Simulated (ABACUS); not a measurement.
Crystal: KF (Carobbiite).

```
CELL_PARAMETERS angstrom
0.00000 2.67185 2.67185
2.67185 0.00000 2.67185
2.67185 2.67185 0.00000
ATOMIC_POSITIONS crystal
K 0.00000 0.00000 0.00000
F 0.50000 0.50000 0.50000
```

Program: ABACUS 3.10.1. Alike in all runs: task single point; no spin polarisation; cell as given; smearing fermi-dirac 0.05 eV.

Problem. Order these runs on this cell by their band gap on the k mesh, lowest first.
A. level PBEsol; potentials or basis GBRV ultrasoft 1.5 PBEsol, plane waves; k mesh 7 × 7 × 7; cutoff (eV) 544; radial cutoff of the potentials (pseudo_rcut) 10 bohr
B. level r2SCAN; potentials or basis SG15 ONCV 1.2 PBE, plane waves; k mesh 6 × 6 × 6; cutoff (eV) 1320; radial cutoff of the potentials (pseudo_rcut) 7 bohr
C. level LDA; potentials or basis PseudoDojo NC SR 0.4.1 LDA stringent, plane waves; k mesh 7 × 7 × 7; cutoff (eV) 1143; radial cutoff of the potentials (pseudo_rcut) 7 bohr
D. level WC; potentials or basis PseudoDojo NC SR 0.4.1 PBEsol standard, plane waves; k mesh 7 × 7 × 7; cutoff (eV) 1143; radial cutoff of the potentials (pseudo_rcut) 10 bohr

Solution. C (5.81 eV), A (6.04 eV), D (6.19 eV), B (6.81 eV).

Caveats: an odd mesh through Γ misses points on the zone boundary, where band edges often lie (some runs).

Not every run made on this cell is shown here.
